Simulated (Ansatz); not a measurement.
Results of PBE-D3(BJ) in Ansatz (plane waves, PAW) for tetradymite Sb₂Te₃.

Settings: plane-wave cutoff 520 eV, 10×10×10 k mesh, Fermi–Dirac smearing 0.01 eV, scalar-relativistic PAW data made under PBE.

Response to compression and expansion:

Shape and atoms are relaxed at each volume.

```csv
V (Å³/atom),P (GPa),direct gap at Γ (eV),c (Å),a (Å)
30.234,1.89,0.011,29.358,4.223
30.863,0.87,0.080,29.584,4.251
31.493,-0.01,0.084,29.838,4.276
32.123,-0.73,0.039,30.140,4.297
32.753,-1.29,0.023,30.506,4.312
```

Measured, for comparison: band gap 0.3 eV (temperature not stated, not corrected to a static lattice, compiled measured gap; kind and temperature not stated, our sources range from 0.17 to 0.30; as tabulated in Kothakonda et al. (2022), arXiv:2208.02841).

Note: the bulk modulus comes from volumes at which shape and atoms were relaxed.

Spin–orbit coupling is not included; it can close the smallest gap of 0.08 eV.

Ansatz is an electronic-structure program.
